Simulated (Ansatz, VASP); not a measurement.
# Al38Ga24N24O57 (amorphous Al2O3 against GaN(10-10), 10.5 A) in two plane-wave programs

Aim: how closely do two programs agree when they are given the same cell, functional and k mesh? The cell is taken from a series of runs on this material, whose earlier steps may have relaxed, scaled, displaced or heated it; both programs get it as it stands.

Method: plane waves, with VASP 6.6.1 beside it; single point at PBE, in Ansatz 0.2.0.

**1. The structure**

The cell holds 143 atoms: 24 Ga, 24 N, 38 Al and 57 O. Its edges and angles: a = 10.460 Å, b = 9.630 Å, c = 16.028 Å, α = 90.0°, β = 90.0°, γ = 90.0°. It derives from GaN (4 planes of wurtzite GaN(10-10)). A slab of 4 planes of wurtzite GaN(10-10) (starting lattice constant a = 3.21 A, c = 5.23 A), 10.46 x 9.63 A in plane. 95 atoms (38 Al, 57 O) packed at random between the slab and its periodic image at 3.05 g/cm^3 (a layer of 10.5 A) and pushed apart as soft spheres. Langevin MD at fixed cell with the MACE-MP-0b2 small potential (Batatia et al., arXiv:2401.00096), steps of 1.5 fs: 0.63 ps at 3000 K with the crystal held, 3000 to 1000 K in 1.8 ps with the crystal held, 1000 to 300 K in 0.9 ps with its inner planes held; soft walls kept the melt out of the crystal while it was held. Then all atoms and the cell's height relaxed. The structure's axis is c.

**2. VASP: single point, PBE**

A single point gives forces, pressure and levels at one fixed geometry, so differences don't come from the geometry; what else differs is listed under the comparison.

Lines of VASP's logs that name or quote its potential files are left out, and so is its time.

Input file INCAR:

```
SYSTEM = Al38Ga24N24O57
PREC = Accurate
ENCUT = 600
EDIFF = 1E-06
NELM = 120
ISMEAR = -1
SIGMA = 0.025
LREAL = Auto
ALGO = Normal
GGA = PE
NBANDS = 544
LORBIT = 11
LWAVE = .FALSE.
LCHARG = .FALSE.
ISIF = 2
LASPH = .TRUE.
GGA_COMPAT = .FALSE.
EFERMI = MIDGAP
```

Input file POSCAR:

```
Al38Ga24N24O57
1.0
   10.4600000000      0.0000000000      0.0000000000
    0.0000000000      9.6300000000      0.0000000000
    0.0000000000      0.0000000000     16.0278600000
Ga N Al O
24 24 38 57
Direct
    0.0024500000      0.0067500000      0.2926700000
    0.2571500000      0.0127700000      0.0567300000
    0.0076100000      0.1729200000      0.1148700000
    0.2588900000      0.1780000000      0.2349600000
    0.0082700000      0.3491800000      0.2738800000
    0.2541100000      0.3500900000      0.0663600000
    0.0008500000      0.5175200000      0.1042300000
    0.2529800000      0.5227900000      0.2331800000
    0.9993000000      0.6816400000      0.2774600000
    0.2413400000      0.6850600000      0.0586700000
    0.0055200000      0.8413700000      0.1072900000
    0.2580900000      0.8526600000      0.2319700000
    0.5089400000      0.0211100000      0.2622000000
    0.7594900000      0.0200000000      0.0521800000
    0.5038200000      0.1892600000      0.1011800000
    0.7575900000      0.1869800000      0.2151100000
    0.5014300000      0.3544400000      0.2765000000
    0.7432100000      0.3593400000      0.0491000000
    0.5008700000      0.5250500000      0.1077500000
    0.7522700000      0.5216700000      0.2218300000
    0.4944800000      0.6910100000      0.2789000000
    0.7532900000      0.6913700000      0.0465500000
    0.5048900000      0.8530100000      0.1018800000
    0.7564700000      0.8510200000      0.2234200000
    0.0715800000      0.0099700000      0.0541800000
    0.3311300000      0.0171200000      0.2876200000
    0.0692900000      0.1724500000      0.2332700000
    0.3181700000      0.1802200000      0.1138600000
    0.0671700000      0.3409900000      0.0659700000
    0.3153100000      0.3512500000      0.2938700000
[... 107 atom lines left out ...]
    0.7178200000      0.3824600000      0.9280900000
    0.0611200000      0.3553200000      0.7197900000
    0.0888100000      0.1600700000      0.9018700000
    0.0790600000      0.3750300000      0.3858200000
    0.0834000000      0.9543900000      0.3992500000
    0.8275500000      0.2869700000      0.7917000000
```

Input file KPOINTS:

```
Automatic mesh
0
Gamma
1 1 1
0 0 0
```

Potentials, in the order of the species: Ga_d, N, Al and O (PBE family, release 64).

On the command line:

```sh
$ export OMP_NUM_THREADS=3
$ mpirun -np 1 vasp_gam
```

Numbers of over 12 decimals in the logs are rounded to 6 here.

The log of the run:

```text
[banner, memory and clock lines left out]
running    1 mpi-ranks, on    1 nodes
[...]
Offloading initialized ...    1 GPUs detected
[...]
LDA part: xc-table for (Slater+PW92), standard interpolation
 POSCAR, INCAR and KPOINTS ok, starting setup
[...]
entering main loop
       N       E                     dE             d eps       ncg     rms          rms(c)
DAV:   1     0.233862580457E+05    0.23386E+05   -0.35844E+05  1088   0.283E+03
DAV:   2     0.543300896583E+04   -0.17953E+05   -0.17000E+05  1088   0.868E+02
DAV:   3    -0.319582249645E+03   -0.57526E+04   -0.53406E+04  1536   0.357E+02
DAV:   4    -0.109102644537E+04   -0.77144E+03   -0.75989E+03  1544   0.138E+02
[...]
DAV:  19    -0.980414738409E+03   -0.32163E-05   -0.49489E-05  1416   0.333E-02    0.492E-03
DAV:  20    -0.980414740614E+03   -0.22054E-05   -0.23825E-05  1088   0.121E-02    0.413E-03
DAV:  21    -0.980414740786E+03   -0.17136E-06   -0.26612E-06   824   0.891E-03
   1 F= -.98041474E+03 E0= -.98041474E+03  d E =-.347517E-18
```

OUTCAR, selected parts (step 2):

```text
  FREE ENERGIE OF THE ION-ELECTRON SYSTEM (eV)
  ---------------------------------------------------
  free  energy   TOTEN  =      -980.4147407855 eV

  energy  without entropy=     -980.4147407855  energy(sigma->0) =     -980.41474079

[... 1 further part left out ...]
```

The run ends at a pressure of 0.27 GPa, with forces up to 0.071 eV/Å.

**3. Ansatz: single point, PBE**

Ansatz runs on its default PAW (the set named soft_2) files.

The same cell, functional, mesh and smearing now go to Ansatz, which takes its cutoff from its data sets.

Input file input.yaml:

```yaml
crystal:
  lattice:
    - [10.46, 0.0, 0.0]
    - [0.0, 9.63, 0.0]
    - [0.0, 0.0, 16.02786]
  atoms:
    - { symbol: Ga, position: [0.00245, 0.00675, 0.29267] }
    - { symbol: "N", position: [0.07158, 0.00997, 0.05418] }
    - { symbol: Ga, position: [0.25715, 0.01277, 0.05673] }
    - { symbol: "N", position: [0.33113, 0.01712, 0.28762] }
    - { symbol: Ga, position: [0.00761, 0.17292, 0.11487] }
    - { symbol: "N", position: [0.06929, 0.17245, 0.23327] }
    - { symbol: Ga, position: [0.25889, 0.178, 0.23496] }
    - { symbol: "N", position: [0.31817, 0.18022, 0.11386] }
    - { symbol: Ga, position: [0.00827, 0.34918, 0.27388] }
    - { symbol: "N", position: [0.06717, 0.34099, 0.06597] }
    - { symbol: Ga, position: [0.25411, 0.35009, 0.06636] }
    - { symbol: "N", position: [0.31531, 0.35125, 0.29387] }
    - { symbol: Ga, position: [0.00085, 0.51752, 0.10423] }
    - { symbol: "N", position: [0.06441, 0.51816, 0.22115] }
    - { symbol: Ga, position: [0.25298, 0.52279, 0.23318] }
    - { symbol: "N", position: [0.31444, 0.52031, 0.11296] }
    - { symbol: Ga, position: [0.9993, 0.68164, 0.27746] }
    - { symbol: "N", position: [0.05867, 0.67814, 0.04246] }
    - { symbol: Ga, position: [0.24134, 0.68506, 0.05867] }
    - { symbol: "N", position: [0.31211, 0.68629, 0.28683] }
    - { symbol: Ga, position: [0.00552, 0.84137, 0.10729] }
    - { symbol: "N", position: [0.06549, 0.84845, 0.2263] }
    - { symbol: Ga, position: [0.25809, 0.85266, 0.23197] }
    - { symbol: "N", position: [0.31752, 0.85003, 0.11279] }
    - { symbol: Ga, position: [0.50894, 0.02111, 0.2622] }
    - { symbol: "N", position: [0.5708, 0.02231, 0.04015] }
    - { symbol: Ga, position: [0.75949, 0.02, 0.05218] }
    - { symbol: "N", position: [0.81168, 0.02391, 0.27712] }
    - { symbol: Ga, position: [0.50382, 0.18926, 0.10118] }
    - { symbol: "N", position: [0.57033, 0.19342, 0.21475] }
    - { symbol: Ga, position: [0.75759, 0.18698, 0.21511] }
    - { symbol: "N", position: [0.81876, 0.19109, 0.09942] }
    - { symbol: Ga, position: [0.50143, 0.35444, 0.2765] }
    - { symbol: "N", position: [0.55429, 0.36003, 0.04761] }
    - { symbol: Ga, position: [0.74321, 0.35934, 0.0491] }
    - { symbol: "N", position: [0.82254, 0.34984, 0.27089] }
    - { symbol: Ga, position: [0.50087, 0.52505, 0.10775] }
    - { symbol: "N", position: [0.56412, 0.52323, 0.22258] }
    - { symbol: Ga, position: [0.75227, 0.52167, 0.22183] }
    - { symbol: "N", position: [0.81159, 0.52289, 0.10297] }
    - { symbol: Ga, position: [0.49448, 0.69101, 0.2789] }
    - { symbol: "N", position: [0.56347, 0.6864, 0.04238] }
    - { symbol: Ga, position: [0.75329, 0.69137, 0.04655] }
    - { symbol: "N", position: [0.81157, 0.68438, 0.28465] }
    - { symbol: Ga, position: [0.50489, 0.85301, 0.10188] }
    - { symbol: "N", position: [0.56999, 0.84978, 0.21595] }
    - { symbol: Ga, position: [0.75647, 0.85102, 0.22342] }
    - { symbol: "N", position: [0.81674, 0.85241, 0.1089] }
    - { symbol: Al, position: [0.22437, 0.75591, 0.8594] }
    - { symbol: Al, position: [0.72975, 0.03084, 0.38414] }
    - { symbol: Al, position: [0.78092, 0.69213, 0.72445] }
    - { symbol: Al, position: [0.38592, 0.02368, 0.41405] }
    - { symbol: Al, position: [0.57566, 0.63191, 0.62443] }
    - { symbol: Al, position: [0.76875, 0.33853, 0.38112] }
    - { symbol: Al, position: [0.39443, 0.26885, 0.73729] }
    - { symbol: Al, position: [0.93231, 0.22633, 0.71172] }
    - { symbol: Al, position: [0.05611, 0.39998, 0.60668] }
    - { symbol: Al, position: [0.17893, 0.79327, 0.42358] }
    - { symbol: Al, position: [0.16305, 0.48783, 0.75741] }
    - { symbol: Al, position: [0.07378, 0.32955, 0.95069] }
    - { symbol: Al, position: [0.17895, 0.03001, 0.70036] }
    - { symbol: Al, position: [0.9757, 0.66336, 0.89738] }
    - { symbol: Al, position: [0.00349, 0.51425, 0.44049] }
    - { symbol: Al, position: [0.44084, 0.55931, 0.77528] }
    - { symbol: Al, position: [0.8329, 0.43497, 0.85318] }
    - { symbol: Al, position: [0.80271, 0.16717, 0.54823] }
    - { symbol: Al, position: [0.87416, 0.95738, 0.70309] }
    - { symbol: Al, position: [0.79214, 0.51344, 0.54772] }
    - { symbol: Al, position: [0.74324, 0.69928, 0.39752] }
    - { symbol: Al, position: [0.55444, 0.3847, 0.48286] }
    - { symbol: Al, position: [0.54529, 0.3695, 0.92815] }
    - { symbol: Al, position: [0.74704, 0.89769, 0.88475] }
    - { symbol: Al, position: [0.32616, 0.46843, 0.58317] }
    - { symbol: Al, position: [0.30148, 0.19405, 0.54569] }
    - { symbol: Al, position: [0.68198, 0.18148, 0.77349] }
    - { symbol: Al, position: [0.45579, 0.71117, 0.47967] }
    - { symbol: Al, position: [0.50762, 0.84676, 0.7716] }
    - { symbol: Al, position: [0.20587, 0.73016, 0.61053] }
    - { symbol: Al, position: [0.24698, 0.32943, 0.40753] }
    - { symbol: Al, position: [0.02239, 0.00094, 0.94119] }
    - { symbol: Al, position: [0.07909, 0.99814, 0.51323] }
    - { symbol: Al, position: [0.27568, 0.1767, 0.88917] }
    - { symbol: Al, position: [0.4849, 0.69314, 0.93743] }
    - { symbol: Al, position: [0.51074, 0.04371, 0.92825] }
    - { symbol: Al, position: [0.80454, 0.86697, 0.53501] }
    - { symbol: Al, position: [0.53555, 0.97656, 0.59332] }
    - { symbol: O, position: [0.28024, 0.1359, 0.77415] }
    - { symbol: O, position: [0.30725, 0.6382, 0.53038] }
    - { symbol: O, position: [0.32676, 0.01504, 0.94127] }
    - { symbol: O, position: [0.07628, 0.84487, 0.89003] }
    - { symbol: O, position: [0.59956, 0.3571, 0.37768] }
    - { symbol: O, position: [0.92106, 0.01394, 0.54732] }
    - { symbol: O, position: [0.56824, 0.70028, 0.38757] }
    - { symbol: O, position: [0.83338, 0.49582, 0.41988] }
    - { symbol: O, position: [0.55726, 0.03719, 0.37727] }
    - { symbol: O, position: [0.7324, 0.5569, 0.64878] }
    - { symbol: O, position: [0.37281, 0.73513, 0.79881] }
    - { symbol: O, position: [0.51103, 0.98733, 0.70352] }
    - { symbol: O, position: [0.25608, 0.15019, 0.43585] }
    - { symbol: O, position: [0.50886, 0.53472, 0.87965] }
    - { symbol: O, position: [0.77901, 0.1098, 0.68987] }
    - { symbol: O, position: [0.31761, 0.42359, 0.78355] }
    - { symbol: O, position: [0.18232, 0.36387, 0.53553] }
    - { symbol: O, position: [0.81059, 0.85982, 0.78731] }
    - { symbol: O, position: [0.1769, 0.08658, 0.59231] }
    - { symbol: O, position: [0.38779, 0.36212, 0.47893] }
    - { symbol: O, position: [0.86471, 0.59318, 0.80148] }
    - { symbol: O, position: [0.80923, 0.17801, 0.42883] }
    - { symbol: O, position: [0.79413, 0.87632, 0.41942] }
    - { symbol: O, position: [0.81424, 0.73159, 0.93741] }
    - { symbol: O, position: [0.20733, 0.85053, 0.69445] }
    - { symbol: O, position: [0.01354, 0.0584, 0.72809] }
    - { symbol: O, position: [0.8457, 0.80971, 0.64167] }
    - { symbol: O, position: [0.96838, 0.46046, 0.91828] }
    - { symbol: O, position: [0.43702, 0.54854, 0.66483] }
    - { symbol: O, position: [0.85171, 0.00451, 0.94763] }
    - { symbol: O, position: [0.06729, 0.66232, 0.39066] }
    - { symbol: O, position: [0.55684, 0.84714, 0.88686] }
    - { symbol: O, position: [0.12441, 0.6136, 0.83243] }
    - { symbol: O, position: [0.96828, 0.52353, 0.54842] }
    - { symbol: O, position: [0.60151, 0.70496, 0.73652] }
    - { symbol: O, position: [0.65249, 0.06429, 0.85819] }
    - { symbol: O, position: [0.76593, 0.68736, 0.5088] }
    - { symbol: O, position: [0.31621, 0.71055, 0.95142] }
    - { symbol: O, position: [0.5564, 0.29718, 0.75858] }
    - { symbol: O, position: [0.54639, 0.55326, 0.52171] }
    - { symbol: O, position: [0.42994, 0.069, 0.52802] }
    - { symbol: O, position: [0.68717, 0.01607, 0.54829] }
    - { symbol: O, position: [0.34551, 0.84465, 0.43377] }
    - { symbol: O, position: [0.45391, 0.21895, 0.90278] }
    - { symbol: O, position: [0.9255, 0.27285, 0.60253] }
    - { symbol: O, position: [0.52482, 0.79493, 0.57234] }
    - { symbol: O, position: [0.36104, 0.29342, 0.63192] }
    - { symbol: O, position: [0.12308, 0.81999, 0.53058] }
    - { symbol: O, position: [0.17474, 0.55684, 0.65315] }
    - { symbol: O, position: [0.70219, 0.33864, 0.53434] }
    - { symbol: O, position: [0.24477, 0.34232, 0.94473] }
    - { symbol: O, position: [0.71782, 0.38246, 0.92809] }
    - { symbol: O, position: [0.06112, 0.35532, 0.71979] }
    - { symbol: O, position: [0.08881, 0.16007, 0.90187] }
    - { symbol: O, position: [0.07906, 0.37503, 0.38582] }
    - { symbol: O, position: [0.0834, 0.95439, 0.39925] }
    - { symbol: O, position: [0.82755, 0.28697, 0.7917] }
kpoints:
  mp_grid: { grid: [1, 1, 1] }
hamiltonian:
  xc: pbe
scf:
  occupations: { method: fermi_dirac, width: 0.025 }
output:
  forces: true
  stress: true
  populations: true
  dos:
    method: { smearing: { sigma: 0.08 } }
    de: 0.1
    projected:
      site_lists:
        Al: [Al]
        Ga: [Ga]
        "N": ["N"]
        O: [O]
        crystal: [0, 1, 2, 3, 4, 5, 6, 7, 8, 9, 10, 11, 12, 13, 14, 15, 16, 17, 18, 19, 20, 21, 22, 23, 24, 25, 26, 27, 28, 29, 30, 31, 32, 33, 34, 35, 36, 37, 38, 39, 40, 41, 42, 43, 44, 45, 46, 47]
  eigenvalues: true
  write_density: true
  write_potential: true
  volumetric_format: npy
```

On the command line:

```sh
$ ansatz run input.yaml --threads 4 --pin off --max-ram 15872MiB --backend cpu --events-out ev --progress --plain --runs-dir out
```

The log of the run:

```text
Engine: ansatz 0.2.0, aarch64-unknown-linux-gnu
Pseudopotentials: kind: paw
Pseudopotential: Ga, paw, valence charge 13, recommended cutoff 420 eV (normal), Ga.paw.azcp
Pseudopotential: N, paw, valence charge 5, recommended cutoff 420 eV (normal), N.paw.azcp
Pseudopotential: Al, paw, valence charge 3, recommended cutoff 420 eV (normal), Al.paw.azcp
Pseudopotential: O, paw, valence charge 6, recommended cutoff 420 eV (normal), O.paw.azcp
Functional definition: PBE
  parameter kappa = 0.804
  parameter beta = 0.066725
  exchange = pbe_x(kappa = kappa, mu = beta*pi^2/3)
  correlation = pbe_c(beta = beta)
Crystal: 143 atoms, lattice volume = 1614.483 Å³
Basis set: ecut = 420 eV, 31523 PW (Γ), exchange–correlation on 144×144×216 points (8 copies of the dense FFT grid, shifted against one another)
Bands: 587, of which v1, the nominal top of the filled ones, is band 444 counted from 1 (443 counted from 0)
Symmetry: 1 space group operations
Space group: P1 (ITA 1), of the structure as read, at distance tolerance 1.2e-4 Å
k-points: 1
Non-local potential: Ga, projectors of the file, l = 0: 2, l = 1: 2, l = 2: 3, l = 3: 1
Non-local potential: N, projectors of the file, l = 0: 2, l = 1: 2, l = 2: 1
Non-local potential: Al, projectors of the file, l = 0: 2, l = 1: 2, l = 2: 1
Non-local potential: O, projectors of the file, l = 0: 2, l = 1: 2, l = 2: 1
PAW form: soft (Blöchl's): semilocal exchange-correlation on the pseudo side does not see the compensation charge
PAW one-centre angular grid: Ga, 590 points (default); XC on 64 Gauss nodes
PAW one-centre angular grid: N, 110 points (default); XC on 64 Gauss nodes
PAW one-centre angular grid: Al, 110 points (default); XC on 64 Gauss nodes
PAW one-centre angular grid: O, 110 points (default); XC on 64 Gauss nodes
Initial density: superposition of atomic densities (neutral atoms: chi_scale 0, normalization atom), corrected by the library's trained network
Initial wavefunctions: pseudopotential atomic-orbital guess
Functional: x = pbe(κ = 0.804, μ = 0.219515), c = pbe(β = 0.066725)
SCF iter   1: F=—  HF=-152919.045907 eV  |F-HF|=—  |Δ(HF+E_count)|=         —  Δρ=2.79e-3  dr2=1.52e-1  ethr=1.77e-3  ⟨swp⟩=6.0  Hψ=2549  notcnv=0  defer=33
preconditioner: auto → Resta (q_TF=auto, 2.470 Å⁻¹)  ε∞=4.0  [insulator: Δε(μ)=2.202 eV  Ē_g=15.997 eV  σ=0.025 eV  W_gap=1.00  n_scr=410 (ndim 8)  ℏωp=27.5 eV  f_vac=0.033  D(μ)=0.00/eV (n_scr^D=0)  ε∞_Penn≈4.0]
SCF iter   2: F=—  HF=-152919.041607 eV  |F-HF|=—  |Δ(HF+E_count)|=   4.30e-3  Δρ=1.48e-3  dr2=3.62e-2  ethr=1.71e-5  ⟨swp⟩=2.0  Hψ=1126  notcnv=0  defer=137
SCF iter   3: F=—  HF=-152919.044641 eV  |F-HF|=—  |Δ(HF+E_count)|=   3.03e-3  Δρ=6.00e-4  dr2=8.95e-3  ethr=4.08e-6  ⟨swp⟩=2.0  Hψ=844  notcnv=0  defer=137
SCF iter   4: F=—  HF=-152919.044363 eV  |F-HF|=—  |Δ(HF+E_count)|=   2.78e-4  Δρ=1.89e-4  dr2=7.31e-4  ethr=1.01e-6  ⟨swp⟩=2.0  Hψ=849  notcnv=0  defer=137
SCF iter   5: F=—  HF=-152919.044603 eV  |F-HF|=—  |Δ(HF+E_count)|=   2.40e-4  Δρ=1.51e-4  dr2=3.22e-4  ethr=8.24e-8  ⟨swp⟩=2.0  Hψ=889  notcnv=0  defer=137
SCF iter   6: F=—  HF=-152919.044570 eV  |F-HF|=—  |Δ(HF+E_count)|=   3.32e-5  Δρ=2.93e-5  dr2=1.58e-5  ethr=3.63e-8  ⟨swp⟩=2.0  Hψ=862  notcnv=0  defer=137
SCF iter   7: F=—  HF=-152919.045043 eV  |F-HF|=—  |Δ(HF+E_count)|=   4.74e-4  Δρ=1.85e-5  dr2=5.22e-6  ethr=1.77e-9  ⟨swp⟩=2.0  Hψ=1031  notcnv=0  defer=137
SCF iter   8: F=—  HF=-152919.045044 eV  |F-HF|=—  |Δ(HF+E_count)|=   7.13e-7  Δρ=8.00e-6  dr2=9.82e-7  ethr=5.88e-10  ⟨swp⟩=2.0  Hψ=888  notcnv=0  defer=137
SCF iter   9: F=—  HF=-152919.045045 eV  |F-HF|=—  |Δ(HF+E_count)|=   4.09e-7  Δρ=2.70e-6  dr2=1.29e-7  ethr=1.11e-10  ⟨swp⟩=2.0  Hψ=838  notcnv=0  defer=137
SCF iter  10: F=-152919.045045 eV  HF=-152919.045045 eV  |F-HF|=7.16e-9  |Δ(HF+E_count)|=   6.53e-8  Δρ=1.46e-6  dr2=3.30e-8  ethr=1.13e-11  ⟨swp⟩=18.0  Hψ=4669  notcnv=0
SCF 1 converged in 10 iterations: F = -152919.045045 eV  dr2 = 3.30e-8
  greatest PAW one-centre occupation: 0.996 electrons in one spin orbital (limit 2), on the Ga atom at site 34 (counted from 0), in its partial waves of l = 2
SCF converged after 10 iterations
Free energy (F): -152919.045045 eV
Harris-Foulkes:  -152919.045045 eV  (|F-HF|=7.16e-9)
Internal energy: -152919.045045 eV  (E = F + TS)
E sigma→0 (E₀):  -152919.045045 eV
Fermi energy:    8.020800 eV
--- Per-component energies (eV) ---
  E_band       = -1416.244212
  E_kinetic    = 17021.581134
  E_local      = -112994.975331  (includes V_loc(G=0)·N_el)
  E_nonlocal   = 14487.157189
  E_hartree    = 51280.035189
  E_xc         = -8860.878516
  E_vxc        = -9758.141965  (∫ρ·V_xc dr)
  E_paw        = -77704.072043  (= ΣΔE_a)
  E_vpaw       = -12732.069011  (= ΣTr[D̂ρ^β])
  E_aug_tail   = 0.143683  (compensation charges beyond the density's cutoff)
  E_ewald      = -36148.036351
  E_smearing   = -0.000000  (= −TS)
  E_closure    = 0.000000  (closes the sum)
[...]
--- Löwdin populations: 143 sites ---
  site symbol       q [e]
     0     Ga     12.1271
     1      N      5.8247
     2     Ga     12.1753
     3      N      5.7791
     4     Ga     12.2161
     5      N      5.7267
     6     Ga     12.2323
     7      N      5.7402
     8     Ga     12.1617
     9      N      5.8499
    10     Ga     12.1646
    11      N      5.7903
    12     Ga     12.2249
    13      N      5.7435
    14     Ga     12.2368
    15      N      5.7408
    16     Ga     12.1682
    17      N      5.7543
    18     Ga     12.1671
    19      N      5.7628
    20     Ga     12.2409
    21      N      5.7337
    22     Ga     12.2574
    23      N      5.7371
[...]
135      O      6.8013
   136      O      6.7754
   137      O      6.7824
   138      O      6.8307
   139      O      6.8172
   140      O      6.7690
   141      O      6.7452
   142      O      6.8530
  spilling = 0.005334 (of n_electrons = 888.000000)
```

**4. Comparison**

Known differences besides the potentials themselves: the cutoff is 420 eV in Ansatz and 600 eV in VASP (PREC = Accurate, projectors in real space). Total energies have different zeros and are not compared.

Compared:

| quantity | Ansatz | VASP | difference |
| --- | --- | --- | --- |
| pressure (GPa) | 0.48 | 0.27 | +0.21 |
| gap on the k mesh (eV) | 2.173 | 2.164 | +0.009 |

At this near-relaxed geometry the largest component of a force difference is 44 meV/Å. A gap on the mesh is an upper bound, since the band edges may lie between its points.

**5. What came out**

| Item | Value |
| --- | --- |
| difference in gap on the k mesh (single point, PBE) | 0.0094 eV |
| r.m.s. force difference (single point, PBE) | 11 meV/Å |

In words: The r.m.s. force difference is 11 meV/Å (single point, PBE), at about the 12 meV/Å picked in this series as the mark of a large difference. How closely two codes agree says nothing of how well the functional describes the real material.

[Lines on the potential files, build, host, timing and source positions are cut from VASP's logs without a mark.]

[Logs are printed without paths, hosts, clocks, repeated set-up lines and the standing remarks that a program may print on its own settings, such as how far it seeks lower states.]

[Hosts, paths, dates, database ids (printed as entryN), source tags and the programs' standing remarks are cut or masked in the printed files.]
